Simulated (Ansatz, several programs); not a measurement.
An ordered 6-atom cell of SiC5 on the diamond lattice (P3m1), relaxed with PBE in Ansatz (plane waves, PAW): space group P3m1 (No. 156), trigonal; a = 2.731 Å, c = 6.779 Å in the conventional setting, 7.30 Å³ an atom. C is surrounded by 3 C at 1.66 Å and 1 Si at 1.91 Å; C is surrounded by 4 C at 1.53–1.66 Å; C is surrounded by 1 C at 1.53 Å and 3 Si at 1.76 Å; Si is surrounded by 4 C at 1.76–1.91 Å. The cell was then scaled with its shape and fractional coordinates held, which makes it stiffer than a relaxed compression. (Calculated; spin-unpolarised; the phase may be known or hypothetical.)

```
V (Å³/atom)  E (meV/atom)
      6.860         28.77
      7.079          6.81
      7.298          0.00
      7.735         23.66
```

Task: Pass a cubic E = c₀ + c₁u + c₂u² + c₃u³, with u = V − 7.243 Å³, through these points.

Result: c₀ = 0.40, c₁ = -14.928, c₂ = 142.194, c₃ = -32.0060 (meV and Å³).

Task: Where is the minimum, and what bulk modulus follows?

Result: dE/du = 0 at u = +0.053, so V₀ = 7.30 Å³. B = V₀ d²E/dV² = 7.30 × (2c₂ + 6c₃u) = 7.30 × 274.122 = 2000 meV/Å³, and 1 meV/Å³ is 0.16022 GPa: 320 GPa. A third-order Birch-Murnaghan fit to all five points gives 7.30 Å³ and 318 GPa.

Task: Predict the energy and the pressure at the withheld volume, 7.516 Å³.

Result: With u = +0.273: E ≈ 6.27 meV and P = −dE/dV ≈ -8.90 GPa. The run gives 6.17 meV and, from its stress, -8.87 GPa.
